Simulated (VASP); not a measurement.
Here is a VASP 6.6.1 calculation.

File INCAR:

```
PREC = Accurate
ENCUT = 300
EDIFF = 1E-7
ISMEAR = 1
SIGMA = 0.1
LREAL = F
LASPH = T
NELM = 80
ALGO = Normal
ISIF = 2
LWAVE = F
LCHARG = F
GGA = PE
IBRION = 2
NSW = 40
EDIFFG = -0.01
```

The input KPOINTS:

```
Automatic mesh
0
Gamma
  8 8 8
```

File POSCAR:

```
Rh                                      
1.0
    0.0000000000      1.8989000518      1.8989000518
    1.8989000518      0.0000000000      1.8989000518
    1.8989000518      1.8989000518      0.0000000000
  Rh            
     1
Direct
     0.0000000000000000    0.0000000000000000    0.0000000000000000
```

Potentials or basis: VASP PAW PBE potentials, release 64 (Rh).

Launch:

```console
$ cat potpaw_PBE.64/Rh/POTCAR > POTCAR
$ mpirun -np 1 vasp_std > vasp.out
```

(1) Predict the band gap on the k mesh.

Results:

(1) none (metal or under the smearing width).

Caveat: the relaxation stopped at its first step, so nothing moved.
